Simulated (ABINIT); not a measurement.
# P (R-3m) in ABINIT: further runs, part 3 of 4

ABINIT 10.8.3 (patched build). The steps go on from the part before.

### Step 4. Optical spectrum, PBEsol

Input file run.abi:

```
ndtset 3

pp_dirpath "./"
pseudos "P.upf"

acell 3*1.0
rprim
     3.2611479528     1.8828246485     5.9142380806
    -3.2611479528     1.8828246485     5.9142380806
     0.0000000000    -3.7656492968     5.9142380806
ntypat 1
znucl 15
natom 2
typat 1 1
xred
   0.7729197500   0.7729197500   0.7729197500
   0.2270802500   0.2270802500   0.2270802500

ecut 18.0

ngkpt 10 10 10
nshiftk 1
shiftk 0.0 0.0 0.0
istwfk *1

ixc -116133

occopt 3
tsmear 0.00183747

nstep 80

iomode 3
prteig 0
prtebands 0

nband1 9
tolvrs1 1.0e-12
prtden1 1
prtwf1 0
kptopt1 1

iscf2 -3
getden2 1
nband2 15
nbdbuf2 4
tolwfr2 1.0e-12
nstep2 120
prtden2 0
kptopt2 1

optdriver3 8
wfk_task3 "wfk_optics_fullbz"
getwfk3 2
nband3 11
kptopt3 1
prtevk3 1
inclvkb3 2
```

Input file optic.abi:

```
&FILES
 ddkfile_1 = 'runo_DS3_1_EVK.nc',
 ddkfile_2 = 'runo_DS3_2_EVK.nc',
 ddkfile_3 = 'runo_DS3_3_EVK.nc',
 wfkfile = 'runo_DS3_WFK.nc'
/
&PARAMETERS
 broadening = 0.005512,
 domega = 0.002,
 maxomega = 0.8,
 scissor = 0.000000,
 tolerance = 0.002
/
&COMPUTATIONS
 num_lin_comp = 2,
 lin_comp = 11,33,
 num_nonlin_comp = 0
/
```

Potentials or basis: PseudoDojo NC SR PBEsol v0.4.1 standard.

On the command line:

```
abinit run.abi > log 2>&1
optic optic.abi > optic.log 2>&1
```

run.abo:

```text
.Version 10.8.3 of ABINIT
 DATASET    1 : space group R-3 m (#166); Bravais hR (rhombohedral)
================================================================================
 Values of the parameters that define the memory need for DATASET  1.
     intxc =       0    ionmov =       0      iscf =       7    lmnmax =       6
     lnmax =       6     mgfft =      30  mpssoang =       3    mqgrid =    3001
     natom =       2  nloc_mem =       1    nspden =       1   nspinor =       1
    nsppol =       1      nsym =      12    n1xccc =    2501    ntypat =       1
    occopt =       3   xclevel =       2
       mpw =         810          nfft =       27000          nkpt =         116
================================================================================
================================================================================
[... 13 lines left out ...]
 DATASET    3 : space group R-3 m (#166); Bravais hR (rhombohedral)
================================================================================
 Values of the parameters that define the memory need for DATASET  3.
     intxc =       0    ionmov =       0      iscf =       7    lmnmax =       6
     lnmax =       6     mgfft =      30  mpssoang =       3    mqgrid =    3001
     natom =       2  nloc_mem =       1    nspden =       1   nspinor =       1
    nsppol =       1      nsym =      12    n1xccc =    2501    ntypat =       1
    occopt =       3   xclevel =       2
       mpw =         810          nfft =       27000          nkpt =         116
================================================================================
================================================================================

--------------------------------------------------------------------------------
------------- Echo of variables that govern the present computation ------------
--------------------------------------------------------------------------------
 -outvars: echo values of preprocessed input variables --------
            acell      1.0000000000E+00  1.0000000000E+00  1.0000000000E+00 Bohr
              amu      3.09737620E+01
             ecut      1.80000000E+01 Hartree
           getden1          0
           getden2          1
           getden3          0
           getwfk1          0
           getwfk2          0
           getwfk3          2
             iscf1          7
             iscf2         -3
             iscf3          7
                       outvar_i_n : Printing only first  50 k-points.
              ixc     -116133
           jdtset        1    2    3
                       outvar_i_n : Printing only first  50 k-points.
         kptrlatt       10    0    0      0   10    0      0    0   10
          kptrlen      6.52229591E+01
            natom           2
            nband1          9
            nband2         15
            nband3         11
           nbdbuf1          0
           nbdbuf2          4
           nbdbuf3          0
           ndtset           3
            ngfft          30      30      30
             nkpt         116
            nstep1         80
            nstep2        120
            nstep3         80
             nsym          12
           ntypat           1
                       prtocc : prtvol=0, do not print more k-points.
                       prtocc : prtvol=0, do not print more k-points.
                       prtocc : prtvol=0, do not print more k-points.
           occopt           3
        optdriver1          0
        optdriver2          0
        optdriver3          8
           prtden1          1
           prtden2          0
           prtden3          1
        prtebands           0
           prteig           0
           prtevk1          0
           prtevk2          0
           prtevk3          1
            prtwf1          0
            prtwf2          1
            prtwf3          1
            rprim      3.2611479528E+00  1.8828246485E+00  5.9142380806E+00
[... 247 lines left out ...]
convergence: {deltae:  0.000E+00, res2:  0.000E+00, residm:  9.992E-13, diffor:  0.000E+00, }
etotal    :  -1.38438624E+01
entropy   :   0.00000000E+00
fermie    :   3.04739107E-01
cartesian_stress_tensor: null
pressure_GPa: null
xred      :
- [  7.7292E-01,   7.7292E-01,   7.7292E-01,  P]
- [  2.2708E-01,   2.2708E-01,   2.2708E-01,  P]
cartesian_forces: null
force_length_stats: {min: null, max: null, mean: null, }
...

 Integrated electronic density in atomic spheres:
 ------------------------------------------------
 Atom  Sphere_radius  Integrated_density
    1        2.00000          2.73523138
    2        2.00000          2.73523138
================================================================================

 ----iterations are completed or convergence reached----

 Mean square residual over all n,k,spin=   46.773E-14; max=  99.922E-14
 reduced coordinates (array xred) for    2 atoms
       0.772919750000      0.772919750000      0.772919750000
       0.227080250000      0.227080250000      0.227080250000

 cartesian coordinates (angstrom) at end:
    1      0.00000000000000     0.00000000008180     7.25697447269283
    2      0.00000000000000     0.00000000002403     2.13206555726220
 length scales=  1.000000000000  1.000000000000  1.000000000000 bohr
              =  0.529177210544  0.529177210544  0.529177210544 angstroms
 Eigenvalues (hartree) for nkpt= 116  k points:
 kpt#   1, nband= 15, wtk=  0.00100, kpt=  0.0000  0.0000  0.0000 (reduced coord)
  -0.30276    0.17315    0.18958    0.19893    0.19893    0.35177    0.40071    0.40071
   0.51574    0.51574    0.56428    0.56428    0.56534    0.65455    0.73507
      occupation numbers for kpt#   1
   2.00000    2.00000    2.00000    2.00000    2.00000    0.00000    0.00000    0.00000
   0.00000    0.00000    0.00000    0.00000    0.00000    0.00000    0.00000
 prteigrs : prtvol=0 or 1, do not print more k-points.

--- !EnergyTerms
iteration_state     : {dtset: 2, }
comment             : Components of total free energy in Hartree
kinetic             :  5.04531008398151E+00
hartree             :  6.14499054177175E-01
xc                  : -4.09852956298991E+00
Ewald energy        : -1.46697452108581E+01
psp_core            :  6.71194159614971E-01
local_psp           : -3.49316213768532E+00
non_local_psp       :  2.08669083188265E+00
internal            : -1.38437427818770E+01
'-kT*entropy'       : -1.19612862945201E-04
total_energy        : -1.38438623947400E+01
...

--- !EnergyTermsDC
iteration_state     : {dtset: 2, }
comment             : '"Double-counting" decomposition of free energy'
band_energy         :  3.83551664022687E-01
Ewald energy        : -1.46697452108581E+01
psp_core            :  6.71194159614971E-01
xc_dc               : -2.28743376525149E-01
internal            : -1.38437427637456E+01
'-kT*entropy'       : -1.19612862945201E-04
total_energy_dc     : -1.38438623766085E+01
...

================================================================================
== DATASET  3 ==================================================================

--- !DatasetInfo
iteration_state: {dtset: 3, }
dimensions: {natom: 2, nkpt: 116, mband: 11, nsppol: 1, nspinor: 1, nspden: 1, mpw: 810, }
cutoff_energies: {ecut:  18.0, pawecutdg:  -1.0, }
electrons: {nelect:   1.00000000E+01, charge:   0.00000000E+00, occopt:   3.00000000E+00, tsmear:   1.83747000E-03, }
meta: {optdriver: 8, wfk_task: 7, }
...

 mkfilename : getwfk/=0, take file _WFK from output of DATASET   2.

--------------------------------------------------------------------------------

 Computation of velocity matrix elements (DDK)

 Parameters extracted from the Abinit header:
    ecut:     18.0
    nkpt:    1000
    mband:   15
    nsppol:  1
    nspinor: 1
    useylm:  0
    inclvkb: 2
    bmin: 1, bmax: 15
    Computing diagonal and off-diagonal matrix elements
    Between band index bmin: 1, bmax: 15

== END DATASET(S) ==============================================================
================================================================================

 -outvars: echo values of variables after computation  --------
            acell      1.0000000000E+00  1.0000000000E+00  1.0000000000E+00 Bohr
           etotal1    -1.3843862377E+01
           etotal2    -1.3843862377E+01
           etotal3     0.0000000000E+00
            fcart1    -9.2589948244E-19 -9.4864019258E-19 -5.9102094044E-03
                       9.2589948244E-19  9.4864019258E-19  5.9102094044E-03
            fcart3     0.0000000000E+00  0.0000000000E+00  0.0000000000E+00
                       0.0000000000E+00  0.0000000000E+00  0.0000000000E+00
            rprim      3.2611479528E+00  1.8828246485E+00  5.9142380806E+00
                      -3.2611479528E+00  1.8828246485E+00  5.9142380806E+00
                       0.0000000000E+00 -3.7656492968E+00  5.9142380806E+00
           strten1     4.6632376556E-05  4.6632376499E-05  8.6498699219E-05
                      -3.5249230572E-14  0.0000000000E+00  0.0000000000E+00
           strten3     0.0000000000E+00  0.0000000000E+00  0.0000000000E+00
                       0.0000000000E+00  0.0000000000E+00  0.0000000000E+00
           xangst      3.9066280955E-17  8.1802566152E-11  7.2569744727E+00
                       2.4708268800E-18  2.4033185350E-11  2.1320655573E+00
             xred      7.7291975000E-01  7.7291975000E-01  7.7291975000E-01
                       2.2708025000E-01  2.2708025000E-01  2.2708025000E-01
 Calculation completed.
```

Wall time 60 s (1 thread of Arm Neoverse V1, shared host); peak memory 0.28 GiB.

What came out:

```
Free energy            : -376.7107 eV
Pressure               : -1.8 GPa
Largest force          : 0.304 eV/Å
Band gap on the k mesh : none (metal or under the smearing width)
```

Forces in eV/Å, atoms in the order of the input:
```
P    0.000  0.000 -0.304
P    0.000  0.000  0.304
```

Dielectric function (mean over the directions given):
| energy (eV) | real part | imaginary part |
| --- | --- | --- |
| 0.33 | 53.74 | 22.52 |
| 1.31 | 34.19 | 27.08 |
| 2.29 | 6.28 | 31.10 |
| 3.37 | -3.94 | 22.22 |
| 4.35 | -4.10 | 14.37 |
| 5.44 | -8.12 | 14.37 |
| 6.42 | -6.84 | 5.72 |
| 7.51 | -4.84 | 3.43 |
| 8.49 | -3.59 | 2.84 |
| 9.58 | -2.81 | 1.80 |
| 10.56 | -2.48 | 1.43 |
| 11.65 | -1.74 | 1.01 |
| 12.63 | -1.46 | 0.77 |
| 13.71 | -1.13 | 0.62 |
| 14.69 | -0.79 | 0.44 |
| 15.78 | -0.59 | 0.35 |
| 16.76 | -0.43 | 0.30 |
| 17.85 | -0.25 | 0.23 |
| 18.83 | -0.13 | 0.15 |
| 19.92 | -0.03 | 0.13 |

Caveat: the cutoff is short for stress, so the pressure is rough; the intraband (Drude) term is left out; spectra need much finer meshes, so this one isn't converged; independent-particle spectra lack excitons.

(Continued in part 4 of 4.)
